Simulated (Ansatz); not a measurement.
# Sc2NOF MXene bilayer (AA) in a perpendicular field, part 2 of 3

Wanted: the out-of-plane response of the Sc2NOF MXene bilayer (AA). A positive field points along +c.

Ansatz 0.2.0; plane-wave DFT, LDA, Ansatz PAW (set soft_1); PAW set soft_1 (the session's first sound run).

So far. Step 2 (Relaxation): The lattice constant a goes from 3.155 to 3.199 Å.

### Step 3. Single point, field 0

A sawtooth potential applies the field, turning back in the middle of the vacuum. With the dipole correction the typed value is the field outside the slab. The induced dipole is small, so the SCF threshold is tight.

The cell differs from the one that the last finished run ended in (c 55.602 → 28.650 Å).

File input.yaml:

```yaml
crystal:
  lattice:
    - [3.1988586009, 0.0, 0.0]
    - [-1.5994293004, 2.7702928115, 0.0]
    - [0.0, 0.0, 28.6500947702]
  atoms:
    - { symbol: F, position: [0.3333333333, 0.6666666667, 0.3141350865] }
    - { symbol: Sc, position: [0.6666666667, 0.3333333333, 0.3536885504] }
    - { symbol: "N", position: [0.0, 0.0, 0.3894477062] }
    - { symbol: Sc, position: [0.3333333333, 0.6666666667, 0.4436883402] }
    - { symbol: O, position: [0.6666666667, 0.3333333333, 0.4674960793] }
    - { symbol: F, position: [0.3333333333, 0.6666666667, 0.5328069397] }
    - { symbol: Sc, position: [0.6666666667, 0.3333333333, 0.571274302] }
    - { symbol: "N", position: [0.0, 0.0, 0.6070901487] }
    - { symbol: Sc, position: [0.3333333333, 0.6666666667, 0.6612248427] }
    - { symbol: O, position: [0.6666666667, 0.3333333333, 0.6858649135] }
kpoints:
  mp_grid: { grid: [18, 18, 1] }
  band_path:
    path: [[0, 0, 0], [0.5, 0, 0], [0.33333333, 0.33333333, 0], [0, 0, 0]]
    npoints: 16
hamiltonian:
  xc: lda
  pseudopotentials: { kind: paw, azcp: { folder: soft_1 }, xc_functional: pbe }
scf:
  occupations: { method: fermi_dirac, width: 0.02585 }
  convergence: { dr2_threshold: 1.0e-10 }
efield:
  axis: 3
  dipole_correction: true
  ramp_position: 0.97
  ramp_width: 0.06
  amplitude: 0
output:
  dos: { projected: true, e_range: [-6, 5] }
  bader: true
  write_potential: true
  write_density: true
  volumetric_format: npy
  elf: true
```

On the command line:

```sh
$ ansatz run input.yaml --threads 4 --pin off --max-ram 6144MiB --backend cpu --events-out ev --progress --plain --runs-dir out
```

Numbers of over 12 decimals in the logs are rounded to 6 here.

Log:

```text
[...]
Crystal: 10 atoms, lattice volume = 253.891 Å³
Basis set: ecut = 420 eV, 5051 PW (Γ)
Bands: 50, of which v1, the nominal top of the filled ones, is band 40 counted from 1 (39 counted from 0)
Symmetry: 6 space group operations
[...]
k-points: 37 of 324 (time reversal used)
[...]
SCF iter   1: F=—  HF=-11832.708305 eV  |F-HF|=—  |Δ(HF+E_count)|=         —  Δρ=1.15e-1  dr2=4.23e1  ethr=3.10e-3  p=-0.000 e·Å  D=-1.36e-7 V/Å  ΔV_dip=0.00 eV  dr2_dipole=4.89e-1  V_vac-E_F(+/−)=10.50/10.50 eV  ⟨swp⟩=7.4  Hψ=8516  notcnv=0
efield: sawtooth ramp at fractional position 0.9700 (set: `efield.ramp_position`, or a place that a band, a saddle search or an elastic batch's reference lends), width 0.0600; the density the first Hamiltonian is built on has a dipole p = -0.000 e·Å; the dipole correction subtracts the counter field D = -1.36e-7 V/Å, which shifts the + side's vacuum level by +0.00 eV against the − side's; the planar-averaged density in the ramp window peaks in size at 8.7e-7 e/Å³
[...]
SCF iter   2: F=—  HF=-11824.354275 eV  |F-HF|=—  |Δ(HF+E_count)|=    8.35e0  Δρ=1.03e-1  dr2=1.28e2  ethr=3.10e-3  p=-0.275 e·Å  D=-1.96e-1 V/Å  ΔV_dip=5.61 eV  dr2_dipole=6.01e1  V_vac-E_F(+/−)=9.68/4.07 eV  ⟨swp⟩=7.0  Hψ=5511  notcnv=0  defer=99  recentre
[...]
SCF iter  20: F=-11821.310982 eV  HF=-11821.310982 eV  |F-HF|=7.28e-12  |Δ(HF+E_count)|=  4.00e-11  Δρ=1.17e-7  dr2=2.53e-11  ethr=1.00e-12  p=-0.097 e·Å  D=-6.93e-2 V/Å  ΔV_dip=1.99 eV  dr2_dipole=1.48e-12  V_vac-E_F(+/−)=6.41/4.42 eV  ⟨swp⟩=19.1  Hψ=7586  notcnv=0
SCF 1 converged in 20 iterations: F = -11821.310982 eV  dr2 = 2.53e-11
[...]
NSCF: frozen V_eff on 49 k-points
efield: sawtooth ramp at fractional position 0.9700 (kept from the solve that this one continues, or follows in the run), width 0.0600; the density the first Hamiltonian is built on has a dipole p = -0.097 e·Å; the dipole correction subtracts the counter field D = -6.93e-2 V/Å, which shifts the + side's vacuum level by +1.99 eV against the − side's; the planar-averaged density in the ramp window peaks in size at 7.1e-7 e/Å³
[...]
SCF converged after 20 iterations
Free energy (F): -11821.310982 eV
[...]
Internal energy: -11821.310982 eV  (E = F + TS)
E sigma→0 (E₀):  -11821.310982 eV
Fermi energy:    1.742520 eV
Dipole field:    D = -0.069348 V/Å  (p = -0.097302 e·Å, saw-weighted, corrected)
Work function:   Φ+ = 6.4078 eV   Φ− = 4.4209 eV
Levels:          The Fermi level and band energies are counted from a zero that moves with the ramp; work functions are not
[...]
--- Band table (eV; the first three rows and the last of 37) ---
  k-point 0: bands = [... 36 lower, -0.5173, -0.0645, 0.2904, 0.2904, 3.7320, 3.7320, 4.0464, 4.5087, ... 6 higher]
  k-point 1: bands = [... 36 lower, -0.5395, -0.1102, 0.2680, 0.2829, 3.6730, 3.7703, 4.1232, 4.4676, ... 6 higher]
  k-point 2: bands = [... 36 lower, -0.5923, -0.2362, 0.2073, 0.2779, 3.5665, 3.8791, 4.2359, 4.3853, ... 6 higher]
  k-point 36: bands = [... 36 lower, -0.7603, -0.6250, -0.6127, 0.2476, 3.8792, 3.9869, 4.4021, 4.7019, ... 6 higher]
--- Bader charges: 10 sites ---
  site symbol  charge [e]  shift [e]
     0      F     -0.7860     0.0006
     1     Sc      1.8661     0.0032
     2      N     -1.7167     0.0027
     3     Sc      1.8882     0.0050
     4      O     -1.2413     0.0049
     5      F     -0.7994     0.0007
     6     Sc      1.8682     0.0033
     7      N     -1.7171     0.0027
     8     Sc      1.8814     0.0048
     9      O     -1.2435     0.0047
  estimated error of the sums over rays = 6.1e-4 e
```

The job ended after 44 s (4 threads of Arm Neoverse V2, shared host; peak memory 0.94 GiB).

Reading the cycles: dr2 is the Hartree energy of the density residual (eV), the measure of convergence; HF is the Harris–Foulkes estimate of the energy, which meets the free energy F at convergence.

Numbers from this step:

| Quantity | Value |
| --- | --- |
| gap on the k-mesh | 2.865 eV |
| dipole along the normal | -0.09730 e·Å |
| gap along the path | 2.865 eV |
| smallest direct gap along the path | 3.082 eV |
| step between the vacuum levels | 1.987 eV |
| ionisation energy, upper face | 7.853 eV |
| electron affinity, upper face | 4.988 eV |
| ionisation energy, lower face | 5.866 eV |
| gap, the smaller of path and mesh | 2.865 eV |

Running mean over a fixed 2.5 Å (it still follows the layers) of the planar mean; the ramp of the sawtooth is left out. Electron's electrostatic potential energy less the Fermi level against z:

| z (Å) | electron's electrostatic potential energy less the Fermi level (eV) |
| --- | --- |
| 3.5 | 4.42 |
| 4.0 | 4.42 |
| 4.5 | 4.42 |
| 5.0 | 4.42 |
| 5.5 | 4.42 |
| 6.0 | 4.42 |
| 6.5 | 4.40 |
| 7.0 | 4.30 |
| 7.5 | 3.38 |
| 8.0 | 1.26 |
| 8.5 | -1.35 |
| 9.0 | -4.66 |
| 9.5 | -7.58 |
| 10.0 | -9.25 |
| 10.5 | -8.87 |
| 11.0 | -8.05 |
| 11.5 | -7.85 |
| 12.0 | -8.38 |
| 12.5 | -8.29 |
| 13.0 | -7.18 |
| 13.5 | -5.77 |
| 14.0 | -4.22 |
| 14.5 | -2.94 |
| 15.0 | -3.29 |
| 15.5 | -5.68 |
| 16.0 | -7.99 |
| 16.5 | -8.57 |
| 17.0 | -7.59 |
| 17.5 | -7.10 |
| 18.0 | -7.24 |
| 18.5 | -7.63 |
| 19.0 | -6.86 |
| 19.5 | -5.48 |
| 20.0 | -2.91 |
| 20.5 | 0.752 |
| 21.0 | 4.19 |
| 21.5 | 5.98 |
| 22.0 | 6.33 |
| 22.5 | 6.39 |
| 23.0 | 6.41 |
| 23.5 | 6.41 |
| 24.0 | 6.41 |
| 24.5 | 6.41 |
| 25.0 | 6.41 |
| 25.5 | 6.41 |

The density of states has structure finer than the step of the table below, so its rows give means over 0.25 eV, whole bins alone (the curve runs from -6 to 3.4 eV). Peaks (eV: height): -4.210: 17.4, -4.020: 14.2, -3.550: 12.6, -2.640: 14.2, -2.500: 18.7, -2.440: 16.6, -1.810: 11.6.

The density of states by energy, zero at the Fermi level of the run, which the smearing sets inside the gap; means over each step:

energy (eV), density of states (states/eV a cell) and a bar:
```
    -5.25        0.0 
    -5.00        3.3 ########
    -4.75        4.1 ##########
    -4.50        1.8 ####
    -4.25        8.5 #####################
    -4.00        9.4 #######################
    -3.75        5.5 ##############
    -3.50        8.8 ######################
    -3.25        7.7 ###################
    -3.00        5.7 ##############
    -2.75        9.2 #######################
    -2.50       12.1 ##############################
    -2.25        4.0 ##########
    -2.00        3.4 ########
    -1.75        6.9 #################
    -1.50        6.0 ###############
    -1.25        0.0 
    -1.00        0.0 
    -0.75        0.0 
    -0.50        0.0 
    -0.25        0.0 
     0.00        0.0 
     0.25        0.0 
     0.50        0.0 
     0.75        0.0 
     1.00        0.0 
     1.25        0.0 
     1.50        3.0 #######
     1.75        3.9 ##########
     2.00        1.6 ####
     2.25        5.7 ##############
     2.50        6.3 ################
     2.75        4.9 ############
     3.00        6.5 ################
     3.25        8.5 #####################
```

Projected DOS per atom over height of the atomic layer and energy from the Fermi level. Layers: F Sc N Sc O F Sc N Sc O from below.

Ten even steps from '_' (0.00 states/eV) to '@' (3.32 states/eV), each cell a mean:
```
__@@__++____++__..__
__++__..____++__..__
__**__::____**__..__
__++__..____________
__++__..____________
____________________
____________________
____________________
____________________
____________________
____________________
____________..##__==
____________..##__--
__..%%__==__..::__..
__..**__::__..--::**
__..--__..____--::##
__..--..++____..::++
____--::%%____::::==
____....--__________
____..::++__________
____________________
____________________
```
Columns: height of the atomic layer (Å) from 9 to 19.7 (not evenly spaced); rows upwards: energy from the Fermi level (eV) from -5.96 to 3.4.

Electronic bands along the path, in eV, zero at the Fermi level of the run, which the smearing sets inside the gap:

| point | band 37 | band 38 | band 39 | band 40 | band 41 | band 42 | band 43 | band 44 |
| --- | --- | --- | --- | --- | --- | --- | --- | --- |
| Γ | -2.26 | -1.81 | -1.45 | -1.45 | 1.99 | 1.99 | 2.30 | 2.77 |
| halfway | -2.44 | -2.31 | -1.74 | -1.50 | 1.58 | 2.38 | 2.53 | 2.62 |
| M | -2.66 | -2.42 | -1.89 | -1.86 | 1.42 | 2.26 | 3.12 | 3.43 |
| halfway | -2.74 | -2.45 | -2.03 | -1.60 | 1.64 | 2.48 | 2.75 | 3.09 |
| K | -2.50 | -2.37 | -2.36 | -1.49 | 2.14 | 2.24 | 2.66 | 2.96 |
| halfway | -2.54 | -2.34 | -1.80 | -1.51 | 1.82 | 2.08 | 2.61 | 2.83 |
| Γ | -2.26 | -1.81 | -1.45 | -1.45 | 1.99 | 1.99 | 2.30 | 2.77 |

ELF in the ca plane at fractional y = 0.333, with atoms of Sc and O within 0.2 Å of it. It is the smooth field of the valence electrons, not physical close to the nuclei.

Ten even steps from '0' (0.00) to '9' (0.81), each cell a mean:
```
00000000011114642331137885100146522321268986
00000000000067575111389899400486761112798998
00000000000175157101498489600661472013895798
00000000000058674111379998400487751112699998
00000000012113432331125784111134423420247875
00000000135521136862121110035310268731211221
00000000246641158972232000156521489831321000
00000000135420125762111221024211257731111332
```
Columns run along c (16.0 Å, from fractional 0.18 to 0.73 of the cell), rows up along a (3.2 Å). Atoms in or near the plane, at fractional coordinates: Sc at (0.35, 0.67), O at (0.47, 0.67), Sc at (0.57, 0.67), O at (0.69, 0.67).

Valence density in the ca plane at fractional y = 0.333, with atoms of Sc and O within 0.2 Å of it. It is the smooth field of the valence electrons, not physical close to the nuclei.

Values in e/Å³, 5 rows by 16 columns, each cell a mean:
```
0.0 0.0 0.0 0.0 0.0 0.0 0.1 2.1 0.7 0.2 1.1 0.9 0.1 1.5 1.3 0.2
0.0 0.0 0.0 0.0 0.0 0.0 0.3 6.3 1.7 0.1 3.5 2.9 0.1 4.5 3.7 0.1
0.0 0.0 0.0 0.0 0.0 0.0 0.2 2.3 0.7 0.2 1.2 1.0 0.1 1.6 1.4 0.2
0.0 0.0 0.0 0.0 0.0 0.0 0.3 0.2 0.4 0.3 0.4 0.1 0.2 0.2 0.3 0.3
0.0 0.0 0.0 0.0 0.0 0.0 0.2 0.2 0.4 0.3 0.3 0.1 0.2 0.2 0.3 0.3
```
Columns run along c (16.0 Å, from fractional 0.09 to 0.65 of the cell), rows up along a (3.2 Å). Atoms in or near the plane, at fractional coordinates: Sc at (0.35, 0.67), O at (0.47, 0.67), Sc at (0.57, 0.67).

Electrostatic potential energy in the ca plane at fractional y = 0.333, with atoms of Sc and O within 0.2 Å of it. With pseudopotentials it is smooth inside the atoms' cores, unlike the true potential.

Values in eV, 5 rows by 16 columns, each cell a mean:
```
  7   7   7   7   7   7   6   0 -25 -12   2  -7  -4   3 -20 -17
  7   7   7   7   7   7   6  -3 -42 -25   3 -21 -21   1 -36 -33
  7   7   7   7   7   7   6   0 -25 -12   2  -7  -5   3 -20 -18
  7   7   7   7   7   7   6   4  -1   1   0  -6   3   4   0   1
  7   7   7   7   7   7   6   4   0   1   0  -6   3   5   0   1
```
Columns run along c (16.0 Å, from fractional 0.05 to 0.61 of the cell; values clipped at the 3rd and 97th percentile), rows up along a (3.2 Å). Atoms in or near the plane, at fractional coordinates: Sc at (0.35, 0.67), O at (0.47, 0.67), Sc at (0.57, 0.67).

The gap is 2.86 eV, with the valence edge 7.85 eV and the conduction edge 4.99 eV under the upper vacuum level.

### Step 4. Atoms held, field 0.03 V/Å

Edit input.yaml of step 3 so:

```diff
@@ -30,8 +30,6 @@
   dipole_correction: true
-  ramp_position: 0.97
-  ramp_width: 0.06
-  amplitude: 0
+  ramp_position: 0.9476
+  ramp_width: 0.1047
+  amplitude: 0.03
 output:
-  dos: { projected: true, e_range: [-6, 5] }
-  bader: true
   write_potential: true
@@ -39,2 +37 @@
   volumetric_format: npy
-  elf: true
```

Log:

```text
[...]
Crystal: 10 atoms, lattice volume = 253.891 Å³
Basis set: ecut = 420 eV, 5051 PW (Γ)
Bands: 50, of which v1, the nominal top of the filled ones, is band 40 counted from 1 (39 counted from 0)
Symmetry: 6 space group operations
[...]
k-points: 37 of 324 (time reversal used)
[...]
k-point 0: bands = [... 36 lower, -0.5378, -0.0376, 0.3162, 0.3162, 3.7106, 3.7106, 4.0141, 4.5330, ... 6 higher]
  k-point 1: bands = [... 36 lower, -0.5599, -0.0821, 0.2938, 0.3083, 3.6505, 3.7488, 4.0939, 4.4911, ... 6 higher]
  k-point 2: bands = [... 36 lower, -0.6099, -0.2082, 0.2333, 0.3040, 3.5435, 3.8577, 4.2147, 4.4061, ... 6 higher]
  k-point 36: bands = [... 36 lower, -0.7255, -0.6387, -0.5865, 0.2802, 3.8607, 3.9641, 4.3813, 4.7281, ... 6 higher]
[key lines of the parts left out:]
SCF converged after 20 iterations
Free energy (F): -11821.308273 eV
Fermi energy:    1.746377 eV
Dipole field:    D = -0.059392 V/Å  (p = -0.083333 e·Å, saw-weighted, corrected)
```

Elapsed: 29 s, on 4 threads; peak memory 0.85 GiB; 1.9 min of CPU time.

The dipole is -0.0833 e·Å, 0.0140 e·Å from its value without field, and the gap 2.816 eV.

### Step 5. Atoms held, field -0.03 V/Å

Edit input.yaml of step 4 so:

```diff
@@ -32,3 +32,3 @@
   ramp_width: 0.1047
-  amplitude: 0.03
+  amplitude: -0.03
 output:
```

Log:

```text
[...]
Crystal: 10 atoms, lattice volume = 253.891 Å³
Basis set: ecut = 420 eV, 5051 PW (Γ)
Bands: 50, of which v1, the nominal top of the filled ones, is band 40 counted from 1 (39 counted from 0)
Symmetry: 6 space group operations
[...]
k-points: 37 of 324 (time reversal used)
[...]
k-point 0: bands = [... 36 lower, -0.4967, -0.0908, 0.2648, 0.2648, 3.7536, 3.7536, 4.0782, 4.4846, ... 6 higher]
  k-point 1: bands = [... 36 lower, -0.5189, -0.1379, 0.2424, 0.2577, 3.6956, 3.7918, 4.1521, 4.4442, ... 6 higher]
  k-point 2: bands = [... 36 lower, -0.5747, -0.2639, 0.1815, 0.2522, 3.5896, 3.9007, 4.2547, 4.3666, ... 6 higher]
  k-point 36: bands = [... 36 lower, -0.7948, -0.6388, -0.6112, 0.2153, 3.8977, 4.0097, 4.4229, 4.6757, ... 6 higher]
[key lines of the parts left out:]
SCF converged after 19 iterations
Free energy (F): -11821.314111 eV
Fermi energy:    1.738858 eV
Dipole field:    D = -0.079307 V/Å  (p = -0.111275 e·Å, saw-weighted, corrected)
```

The job ended after 28 s (4 threads; peak memory 0.88 GiB).

The dipole is -0.111 e·Å, -0.0140 e·Å from its value without field, and the gap 2.913 eV.

### Step 6. Atoms held, field 0.15 V/Å

Edit input.yaml of step 5 so:

```diff
@@ -32,3 +32,3 @@
   ramp_width: 0.1047
-  amplitude: -0.03
+  amplitude: 0.15
 output:
```

Log:

```text
[...]
Crystal: 10 atoms, lattice volume = 253.891 Å³
Basis set: ecut = 420 eV, 5051 PW (Γ)
Bands: 50, of which v1, the nominal top of the filled ones, is band 40 counted from 1 (39 counted from 0)
Symmetry: 6 space group operations
[...]
k-points: 37 of 324 (time reversal used)
[...]
k-point 0: bands = [... 36 lower, -0.6204, 0.0721, 0.4185, 0.4185, 3.6239, 3.6239, 3.8768, 4.6291, ... 6 higher]
  k-point 1: bands = [... 36 lower, -0.6421, 0.0309, 0.3964, 0.4098, 3.5584, 3.6622, 3.9688, 4.5829, ... 6 higher]
  k-point 2: bands = [... 36 lower, -0.6808, -0.0964, 0.3364, 0.4087, 3.4498, 3.7711, 4.1177, 4.4931, ... 6 higher]
  k-point 36: bands = [... 36 lower, -0.6937, -0.5869, -0.4823, 0.4098, 3.7854, 3.8717, 4.2963, 4.8300, ... 6 higher]
[key lines of the parts left out:]
SCF converged after 19 iterations
Free energy (F): -11821.301625 eV
Fermi energy:    1.761457 eV
Dipole field:    D = -0.019572 V/Å  (p = -0.027461 e·Å, saw-weighted, corrected)
```

The job ended after 29 s (4 threads; peak memory 0.84 GiB).

The dipole is -0.0275 e·Å, 0.0698 e·Å from its value without field, and the gap 2.620 eV.

### Step 7. Single point, field 0.25 V/Å

Edit input.yaml of step 6 so:

```diff
@@ -32,3 +32,3 @@
   ramp_width: 0.1047
-  amplitude: 0.15
+  amplitude: 0.25
 output:
```

Log:

```text
[...]
Crystal: 10 atoms, lattice volume = 253.891 Å³
Basis set: ecut = 420 eV, 5051 PW (Γ)
Bands: 50, of which v1, the nominal top of the filled ones, is band 40 counted from 1 (39 counted from 0)
Symmetry: 6 space group operations
[...]
k-points: 37 of 324 (time reversal used)
[...]
k-point 0: bands = [... 36 lower, -0.6895, 0.1657, 0.5034, 0.5034, 3.5510, 3.5510, 3.7501, 4.6549, ... 6 higher]
  k-point 1: bands = [... 36 lower, -0.7111, 0.1260, 0.4815, 0.4947, 3.4793, 3.5893, 3.8536, 4.6069, ... 6 higher]
  k-point 2: bands = [... 36 lower, -0.7399, -0.0031, 0.4221, 0.4968, 3.3698, 3.6982, 4.0254, 4.5097, ... 6 higher]
  k-point 36: bands = [... 36 lower, -0.7395, -0.4713, -0.3960, 0.5178, 3.7216, 3.7936, 4.2242, 4.9027, ... 6 higher]
[key lines of the parts left out:]
SCF converged after 20 iterations
Free energy (F): -11821.301207 eV
Fermi energy:    1.774178 eV
Dipole field:    D = 0.013613 V/Å  (p = 0.019100 e·Å, saw-weighted, corrected)
```

Wall time 30 s (4 threads); peak memory 0.86 GiB.

The dipole is 0.0191 e·Å, 0.116 e·Å from its value without field, and the gap 2.456 eV.

### Step 8. Single point, field -0.25 V/Å

Edit input.yaml of step 7 so:

```diff
@@ -32,4 +32,6 @@
   ramp_width: 0.1047
-  amplitude: 0.25
+  amplitude: -0.25
 output:
+  dos: { projected: true, e_range: [-6, 5] }
+  bader: true
   write_potential: true
@@ -37 +39,2 @@
   volumetric_format: npy
+  elf: true
```

Log:

```text
[...]
Crystal: 10 atoms, lattice volume = 253.891 Å³
Basis set: ecut = 420 eV, 5051 PW (Γ)
Bands: 50, of which v1, the nominal top of the filled ones, is band 40 counted from 1 (39 counted from 0)
Symmetry: 6 space group operations
[...]
k-points: 37 of 324 (time reversal used)
[...]
--- Bader charges: 10 sites ---
  site symbol  charge [e]  shift [e]
     0      F     -0.7812     0.0006
     1     Sc      1.8703     0.0032
     2      N     -1.7178     0.0027
     3     Sc      1.8878     0.0050
     4      O     -1.2448     0.0049
     5      F     -0.7980     0.0007
     6     Sc      1.8719     0.0033
     7      N     -1.7183     0.0027
     8     Sc      1.8806     0.0048
     9      O     -1.2504     0.0047
  estimated error of the sums over rays = 6.4e-4 e
[key lines of the parts left out:]
SCF converged after 17 iterations
Free energy (F): -11821.349866 eV
Fermi energy:    1.710559 eV
Dipole field:    D = -0.152370 V/Å  (p = -0.213788 e·Å, saw-weighted, corrected)
```

Wall time 43 s (4 threads); peak memory 0.89 GiB.

The dipole is -0.214 e·Å, -0.116 e·Å from its value without field, and the gap 3.246 eV.

(Continued in part 3 of 3.)

[Logs are printed without paths, hosts, clocks, repeated set-up lines and the standing remarks that a program may print on its own settings, such as how far it seeks lower states.]

[Hosts, paths, dates, database ids (printed as entryN), source tags and the programs' standing remarks are cut or masked in the printed files.]

[Maps of the electrostatic potential energy from Ansatz leave out the sawtooth potential of an applied field or a dipole correction, so their vacuum need not be flat; planar profiles and work functions include it.]

[The density of states shown here was stored with 400 of the rows of the run's finer table, so its peaks can read low, often by over a quarter, or be missed, and its means over a window can be off by a tenth or more.]
